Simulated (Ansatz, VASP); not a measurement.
# One calculation of KI, two programs

File INCAR:

```
SYSTEM = KI
ALGO = Normal ; EDIFF = 1E-6
ENCUT = 520 ; GGA = PE
ISIF = 2 ; ISMEAR = 0
LASPH = .TRUE. ; LCHARG = .FALSE.
LREAL = .FALSE. ; LWAVE = .FALSE.
NBANDS = 15 ; NELM = 60
PREC = Accurate ; SIGMA = 0.05
```

KPOINTS

```
k-points
0
G
  6 6 6
  0 0 0
```

Contents of POSCAR:

```
KI
1.0
    0.0000000000      3.8065140000      3.6655320000
    3.8065140000      0.0000000000      3.6655320000
    3.8065140000      3.8065140000      0.0000000000
K I
1 1
Direct
    0.0000000000      0.0000000000      0.0000000000
    0.5000000000      0.5000000000      0.5000000000
```

Input for Ansatz:

```yaml
crystal:
  lattice:
    - [0.0, 3.806514, 3.665532]
    - [3.806514, 0.0, 3.665532]
    - [3.806514, 3.806514, 0.0]
  atoms:
    - { symbol: K, position: [0.0, 0.0, 0.0] }
    - { symbol: I, position: [0.5, 0.5, 0.5] }
basis:
  ecutwfc: 420
kpoints:
  mp_grid: { grid: [6, 6, 6] }
hamiltonian:
  xc: pbe
scf:
  occupations: { method: gaussian, width: 0.05 }
output:
  forces: true
  stress: true
  eigenvalues: true
```

Change from the starting cell: strain +0.080 along x and y, +0.040 along z, atoms carried along.

Alike in both runs: task single point; functional PBE; k mesh 6 × 6 × 6; occupations gaussian, width 0.05 eV; no spin polarisation.

```csv
,VASP,Ansatz
version,VASP 6.6.1,Ansatz 0.2.0
potentials or method,"VASP PAW PBE potentials, release 64 (K_sv, I)","scalar-relativistic, plane waves, PAW"
plane-wave cutoff (eV),520,420
valence electrons in the cell,16,26
```

|  | VASP | Ansatz | Ansatz less VASP |
| --- | --- | --- | --- |
| gap on the k mesh at the Fermi level (eV) | 3.57 | 3.58 | +0.003 |
| least direct gap on the mesh (eV) | 3.57 | 3.58 | +0.003 |
| pressure (GPa) | -1.0 | -1.0 | -0.01 |
| largest component of the traceless stress (GPa) | 0.23 | 0.22 | -0.004 |

The two sets of potentials don't hold the same shells in valence.

Caveats: spin-orbit coupling is left out, which moves the levels of the heavy elements.
